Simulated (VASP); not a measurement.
# Ba (Im-3m) in VASP: settings compared

The runs below take Ba through density of states, electric field gradients, with HSE06+D3, vdW-DF-cx.

All numbers are computed with VASP 6.6.1; they aren't measurements. Logs are shortened: lines on timing, memory, paths and dates and some standing lists are left out, and cuts for length are marked.

## Step 1: The undisturbed crystal

The structure is cubic, space group Im-3m (No. 229). The conventional cell has a = 5.013 Å, b = 5.013 Å, c = 5.013 Å, α = 90.00°, β = 90.00°, γ = 90.00°. Ba (site symmetry m-3m) has 8 Ba at 4.34 Å as nearest neighbours.

## Step 2: Density of states, HSE06+D3 (volume scaled by 0.8)

POSCAR reads:

```
Ba
4.0302
   -0.577348142102      0.577348142102      0.577348142102
    0.577348142102     -0.577348142102      0.577348142102
    0.577348142102      0.577348142102     -0.577348142102
Ba
1
Direct
    0.0000000000      0.0000000000      0.0000000000
```

INCAR.step1 reads:

```
SYSTEM = Ba
  PREC = Accurate
  ENCUT = 400
  EDIFF = 1E-5
  ISMEAR = -1
  SIGMA = 0.02
  LREAL = .FALSE.
  LASPH = .TRUE.
  NELM = 60
  ALGO = Normal
  ISIF = 2
  LWAVE = .TRUE.
  LCHARG = .FALSE.
  NBANDS = 11
  GGA = PE
```

INCAR.step2 reads:

```
SYSTEM = Ba
  PREC = Accurate
  ENCUT = 400
  EDIFF = 1E-6
  ISMEAR = -5
  SIGMA = 0.02
  LREAL = .FALSE.
  LASPH = .TRUE.
  NELM = 60
  ALGO = Conjugate
  ISIF = 2
  LWAVE = .FALSE.
  LCHARG = .FALSE.
  GGA = PE
  LHFCALC = .TRUE.
  HFSCREEN = 0.2
  PRECFOCK = Fast
  IVDW = 11
  VDW_S6 = 1.0
  VDW_S8 = 0.109
  VDW_SR = 1.129
  VDW_SR8 = 1.0
  LORBIT = 10
  NBANDS = 11
  ISTART = 1
  NEDOS = 2001
```

KPOINTS reads:

```
regular mesh
0
G
  4 4 4
  0 0 0
```

Potentials or basis: VASP PAW PBE potentials, release 64 (Ba_sv).

Command:

```console
> cat potpaw_PBE.64/Ba_sv/POTCAR > POTCAR
> cp INCAR.step1 INCAR
> mpirun -np 1 vasp_std > vasp.out
> cp INCAR.step2 INCAR
> mpirun -np 1 vasp_std > vasp.out
```

OUTCAR:

```text
SYSTEM = Ba
   PREC = Accurate
   ENCUT = 400
   EDIFF = 1E-6
   ISMEAR = -5
   LREAL = .FALSE.
   LASPH = .TRUE.
   NELM = 60
   ISIF = 2
   GGA = PE
   LHFCALC = .TRUE.
   HFSCREEN = 0.2
   PRECFOCK = Fast
   IVDW = 11
   LORBIT = 10
   ISTART = 1
 IVDW          = 11

 ion  position               nearest neighbor table
   1  0.000  0.000  0.000-

  LATTYP: Found a body centered cubic cell.
 ALAT       =     4.6536569646

  Lattice vectors:

 A1 = (  -2.3268284823,   2.3268284823,   2.3268284823)
 A2 = (   2.3268284823,  -2.3268284823,   2.3268284823)
 A3 = (   2.3268284823,   2.3268284823,  -2.3268284823)

Analysis of symmetry for initial positions (statically):
=====================================================================
 Subroutine PRICEL returns:
 Original cell was already a primitive cell.

 Routine SETGRP: Setting up the symmetry group for a
 body centered cubic supercell.

 Subroutine GETGRP returns: Found 48 space group operations
 (whereof 48 operations were pure point group operations)
 out of a pool of 48 trial point group operations.

The static configuration has the point symmetry O_h .

Analysis of symmetry for dynamics (positions and initial velocities):
=====================================================================
 Subroutine PRICEL returns:
 Original cell was already a primitive cell.

 Routine SETGRP: Setting up the symmetry group for a
 body centered cubic supercell.

 Subroutine GETGRP returns: Found 48 space group operations
 (whereof 48 operations were pure point group operations)
 out of a pool of 48 trial point group operations.

The dynamic configuration has the point symmetry O_h .

 Subroutine INISYM returns: Found 48 space group operations
 (whereof 48 operations are pure point group operations),
 and found     1 'primitive' translations

----------------------------------------------------------------------------------------

                                     Primitive cell

  volume of cell :      50.3910

  direct lattice vectors                    reciprocal lattice vectors
    -2.326828482  2.326828482  2.326828482     0.000000000  0.214884769  0.214884769
     2.326828482 -2.326828482  2.326828482     0.214884769  0.000000000  0.214884769
     2.326828482  2.326828482 -2.326828482     0.214884769  0.214884769  0.000000000

  length of vectors
     4.030185152  4.030185152  4.030185152     0.303892954  0.303892954  0.303892954

  position of ions in fractional coordinates (direct lattice)
     0.000000000  0.000000000  0.000000000

  ion indices of the primitive-cell ions
   primitive index   ion index
                 1           1

----------------------------------------------------------------------------------------

 KPOINTS: regular mesh

Automatic generation of k-mesh.
 Grid dimensions read from file:
 generate k-points for:    4    4    4

 Generating k-lattice:

  Cartesian coordinates                     Fractional coordinates (reciprocal lattice)
     0.000000000  0.053721192  0.053721192     0.250000000  0.000000000  0.000000000
     0.053721192  0.000000000  0.053721192     0.000000000  0.250000000  0.000000000
     0.053721192  0.053721192  0.000000000     0.000000000  0.000000000  0.250000000

  Length of vectors
     0.075973239  0.075973239  0.075973239

  Shift w.r.t. Gamma in fractional coordinates (k-lattice)
     0.000000000  0.000000000  0.000000000

 TETIRR: Found     46 inequivalent tetrahedra from      384

 Subroutine IBZKPT returns following result:
 ===========================================

 Found      8 irreducible k-points:

 Following reciprocal coordinates:
            Coordinates               Weight
  0.000000  0.000000  0.000000      1.000000
  0.250000  0.000000  0.000000     12.000000
  0.500000  0.000000  0.000000      6.000000
  0.250000  0.250000  0.000000     24.000000
  0.250000  0.250000  0.250000      2.000000
 -0.250000  0.250000  0.250000      6.000000
  0.500000  0.500000  0.250000     12.000000
  0.500000  0.500000  0.500000      1.000000
   k-points           NKPTS =      8   k-points in BZ     NKDIM =     64   number of bands    NBANDS=     11
   number of dos      NEDOS =   2001   number of ions     NIONS =      1
   total plane-waves  NPLWV =  21952
   dimension x,y,z NGX =    28 NGY =   28 NGZ =   28
   dimension x,y,z NGXF=    56 NGYF=   56 NGZF=   56
   ions per type =               1
   NGX,Y,Z   is equivalent  to a cutoff of  11.55, 11.55, 11.55 a.u.
   NGXF,Y,Z  is equivalent  to a cutoff of  23.10, 23.10, 23.10 a.u.
 SYSTEM =  Ba
   PREC   = accura    normal or accurate (medium, high low for compatibility)
   ISTART =      1    job   : 0-new  1-cont  2-samecut
   ICHARG =      0    charge: 1-file 2-atom 10-const
   ISPIN  =      1    spin polarized calculation?
   LNONCOLLINEAR =      F non collinear calculations
   LSORBIT =      F    spin-orbit coupling
   LASPH  =      T    aspherical Exc in radial PAW
   ENCUT  =  400.0 eV  29.40 Ry    5.42 a.u.   6.57  6.57  6.57*2*pi/ulx,y,z
   NELM   =     60;   NELMIN=  2; NELMDL=  0     # of ELM steps
   EDIFF  = 0.1E-05   stopping-criterion for ELM
   LREAL  =      F    real-space projection
   EDIFFG = 0.1E-04   stopping-criterion for IOM
   NSW    =      0    number of steps for IOM
   IBRION =     -1    ionic relax: 0-MD 1-quasi-New 2-CG
   NFREE  =      0    steps in history (QN), initial steepest desc. (CG)
   ISIF   =      2    stress and relaxation
   ISYM   =      3    0-nonsym 1-usesym 2-fastsym
   POTIM  = 0.5000    time-step for ionic-motion
   TEBEG  =    0.0;   TEEND  =   0.0 temperature during run
   PSTRESS=    0.0 pullay stress
   NELECT =      10.0000    total number of electrons
   NUPDOWN=      -1.0000    fix difference up-down
   EMIN   =  10.00;   EMAX   =-10.00  energy-range for DOS
   EFERMI =   0.00;   METHOD = LEGACY
   ISMEAR =    -5;   SIGMA  =   0.02  broadening in eV -4-tet -1-fermi 0-gaus
   EFERMI_NEDOS =   21; number of points for ismear=-14 and -15
   IALGO  =     58    algorithm
   IMIX   =      4    mixing-type and parameters
     AMIX     =   0.40;   BMIX     =  1.00
     AMIX_MAG =   1.60;   BMIX_MAG =  1.00
  volume/ion in A,a.u.               =      50.39       340.06
  Fermi-wavevector in a.u.,A,eV,Ry     =   0.954898  1.804496 12.406211  0.911831
  Thomas-Fermi vector in A             =   2.083687
   LORBIT       =     10    0 simple, 1 ext, 2 COOP (PROOUT), +10 PAW based schemes
   GGA     = PE    functional components
   LHFCALC =     T    Hartree Fock is set to
   PRECFOCK=fast      Normal, Fast or Accurate (Low or Medium for compatibility)
   ENCUT4O =  -1.0   cutoff for four orbital integrals eV
   NKREDX  =     1    reduce k-point grid by
   NKREDY  =     1    reduce k-point grid by
   NKREDZ  =     1    reduce k-point grid by
   AEXX    =    0.2500 exact exchange contribution
   HFSCREEN=    0.2000 screening length (either q_TF or 0.3 A-1)
   HFSCREENC=   0.2000 screening length for correlation (either q_TF or 0.3 A-1)
   ENCUTFOCK=  -1.0 apply spherical cutoff to Coloumb kernel
   IVDW    =    11    specifies the selected vdW correction
   LEPSILON=     F    determine dielectric tensor
   LRPA    =     F    only Hartree local field effects (RPA)
 non-spin polarized calculation
 Fermi weights with tetrahedron method with Bloechl corrections
  energy-cutoff  :      400.00
  volume of cell :       50.39
 maximum number of plane-waves:       935
 NGX is ok and might be reduce to    28
  NGX = 16; NGY = 16; NGZ = 16
   NGX = 13   NGY = 13   NGZ = 13

 number of electron      10.0000002 magnetization

 Free energy of the ion-electron system (eV)
  ---------------------------------------------------
  ext. energy  EPLUGINS =         0.00000000
  ---------------------------------------------------
  free energy    TOTEN  =        -1.61465161 eV

  energy without entropy =       -1.61465161  energy(sigma->0) =       -1.61465161

 E-fermi :   2.5918     XC(G=0):  -6.8429

 val. band max:        2.1860594686   @ k =   0.2500   0.2500   0.0000
 cond. band min:       2.7906649778   @ k =   0.5000   0.5000   0.2500
 fundamental gap:      0.6046055092
 Fermi energy:         2.5917832216

 k-point     1 :       0.0000    0.0000    0.0000
  band No.  band energies     occupation
      1     -28.4717      2.00000
      2     -12.1219      2.00000
      3     -12.1219      2.00000
      4     -12.1176      2.00000
      5      -0.8850      2.00000
      6       5.0570      0.00000
      7       5.0601      0.00000
      8       5.0605      0.00000
      9       6.8601      0.00000
     10       6.8637      0.00000
     11      10.6030      0.00000
[... 85 lines left out ...]
 k-point     8 :       0.5000    0.5000    0.5000
  band No.  band energies     occupation
      1     -28.2592      2.00000
      2     -12.7836      2.00000
      3     -12.7835      2.00000
      4     -12.7792      2.00000
      5       1.5697      2.00000
      6       1.5489      2.56095
      7       8.5037      0.00000
      8       8.5042      0.00000
      9       8.5049      0.00000
     10       9.0550      0.00000
     11       9.0558      0.00000

------------------------ aborting loop because EDIFF is reached ----------------------------------------

 total charge

# of ion       s       p       d       tot
------------------------------------------
    1        2.089   5.535   0.331   7.956

 ---------------------------------------------------------------------------------------------

         DFTD3 V3.0 Rev 1
 DF unknown
 parameters
 rs18     =    1.0000
 alpha6   =   14.0000
 alpha8   =   16.0000
 k1-k3    =   16.0000    1.3333   -4.0000
 Edisp (eV)   -0.08180

 E6    (eV) :    -0.0671
 E8    (eV) :    -0.0147
 % E8        : 18.00

  FORCE on cell =-STRESS in cart. coord.  units (eV):
  Direction    XX          YY          ZZ          XY          YZ          ZX
  --------------------------------------------------------------------------------------
  -------------------------------------------------------------------------------------
  Total       1.23788     1.23788     1.23788     0.00000    -0.00000    -0.00000
  in kB      39.35818    39.35818    39.35818     0.00000    -0.00000    -0.00000
  external pressure =       39.36 kB  Pullay stress =        0.00 kB

 VOLUME and BASIS-vectors are now :
 -----------------------------------------------------------------------------
  energy-cutoff  :      400.00
  volume of cell :       50.39
      direct lattice vectors                 reciprocal lattice vectors
    -2.326828482  2.326828482  2.326828482     0.000000000  0.214884769  0.214884769
     2.326828482 -2.326828482  2.326828482     0.214884769  0.000000000  0.214884769
     2.326828482  2.326828482 -2.326828482     0.214884769  0.214884769  0.000000000

  length of vectors
     4.030185152  4.030185152  4.030185152     0.303892954  0.303892954  0.303892954

 FORCES acting on ions:
    Electron-Ion                     Ewald-Force                    Non-Local-Force
 -----------------------------------------------------------------------------------------------
   -.193E-07 -.221E-07 0.148E-07   -.673E-15 -.147E-14 -.270E-15   0.847E-21 -.847E-21 0.254E-20
 -----------------------------------------------------------------------------------------------
   -.133E-07 -.252E-07 0.317E-07   -.673E-15 -.147E-14 -.270E-15   0.847E-21 -.847E-21 0.254E-20

 POSITION                                       TOTAL-FORCE (eV/Angst)
 -----------------------------------------------------------------------------------
      0.00000      0.00000      0.00000        -0.000000     -0.000000      0.000000
 -----------------------------------------------------------------------------------
    total drift:                               -0.000000     -0.000000      0.000000

--------------------------------------------------------------------------------------------------------

  FREE ENERGIE OF THE ION-ELECTRON SYSTEM (eV)
  ---------------------------------------------------
  free  energy   TOTEN  =        -1.6964500691 eV

  energy  without entropy=       -1.6964500691  energy(sigma->0) =       -1.69645007

--------------------------------------------------------------------------------------------------------

--------------------------------------------------------------------------------------------------------

 -----------------------------------------------------------------------------
|                                                                             |
|           W    W    AA    RRRRR   N    N  II  N    N   GGGG   !!!           |
|           W    W   A  A   R    R  NN   N  II  NN   N  G    G  !!!           |
|           W    W  A    A  R    R  N N  N  II  N N  N  G       !!!           |
|           W WW W  AAAAAA  RRRRR   N  N N  II  N  N N  G  GGG   !            |
|           WW  WW  A    A  R   R   N   NN  II  N   NN  G    G                |
|           W    W  A    A  R    R  N    N  II  N    N   GGGG   !!!           |
|                                                                             |
|     Tetrahedron method does not include variations of the Fermi             |
|     occupations, so forces and stress will be inaccurate. We suggest        |
|     using a different smearing scheme ISMEAR = 1 or 2 for metals in         |
|     relaxations.                                                            |
|                                                                             |
 -----------------------------------------------------------------------------

 total charge

# of ion       s       p       d       tot
------------------------------------------
    1        2.089   5.535   0.331   7.956

 BZINTS: Fermi energy:    2.591161;   10.000000 electrons
         Band energy:-0.128595E+03;  BLOECHL correction:   -0.060390

=======================================================================
```

It took 3.7 min on 1 thread of AMD EPYC 9R45 (Zen 5), shared host; peak memory 0.22 GiB.

These settings aren't checked as converged: the numbers below hold their error.

Results:

- Free energy: -1.6965 eV
- Pressure: 3.9 GPa
- Band gap on the k mesh: none (metal or under the smearing width)
- Valence electrons inside the program's atomic spheres: Ba 7.96
- Dispersion energy per atom: -0.082 eV

Caveat: the k mesh is coarse (spacing up to 0.48 Å⁻¹), so the values aren't converged, least of all with exact exchange; the PAW data sets were made with another functional, which shifts forces and pressure a little; pairwise dispersion overbinds metals, which lowers pressure and volume; tetrahedron occupations give inexact forces and stress in metals.

(Part 1 of 2 ends here.)
